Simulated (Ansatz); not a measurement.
## Li2S under changes of volume

One of the cells (15.344 Å³/atom); the others are scaled copies at fixed shape and fractional positions:

```
CELL_PARAMETERS angstrom
0.00000 2.84450 2.84450
2.84450 0.00000 2.84450
2.84450 2.84450 0.00000
ATOMIC_POSITIONS crystal
S 0.00000 0.00000 0.00000
Li 0.75000 0.75000 0.75000
Li 0.25000 0.25000 0.25000
```

```yaml
Program: Ansatz 0.2.0
Functional: PBE
Potentials_or_basis: Ansatz PAW
Cutoff: "420 eV (not typed: the program's choice for these potentials)"
k_mesh: 8 × 8 × 8
Occupations: fermi-dirac, width 0.05 eV
Spin: no spin polarisation
```

| volume (Å³/atom) | energy over the lowest point (meV/atom) | pressure (GPa) | gap on the mesh (eV) |
| --- | --- | --- | --- |
| 14.423 | ? | ? | ? |
| 14.730 | 4.84 | 2.2 | 3.36 |
| 15.037 | 1.53 | 1.2 | 3.37 |
| 15.344 | 0.00 | 0.4 | 3.39 |
| 15.650 | 0.08 | -0.4 | 3.40 |
| 15.957 | 1.63 | -1.2 | 3.41 |
| 16.264 | 4.51 | -1.8 | 3.42 |

Q: What does the run at 14.423 Å³/atom give?

A: Energy over the lowest point 10.10 meV/atom; pressure 3.3 GPa; gap on the mesh 3.34 eV.

Worked out: A Birch-Murnaghan fit of order 3 (a polynomial in V^(-2/3)) to the other rows has its minimum at 15.48 Å³/atom with B0 = V·E''(V) = 41 GPa and B' = 3.8. It gives 10.11 meV/atom at 14.423 Å³/atom, against the run's 10.10, and -dE/dV = 3.3 GPa, against 3.3. A straight line through the other rows of the gap, of slope 0.621 eV per unit of ln V, extrapolates to 3.35 eV, against the run's 3.34.

Energies are extrapolated to zero smearing.

A mesh can miss the band edges.
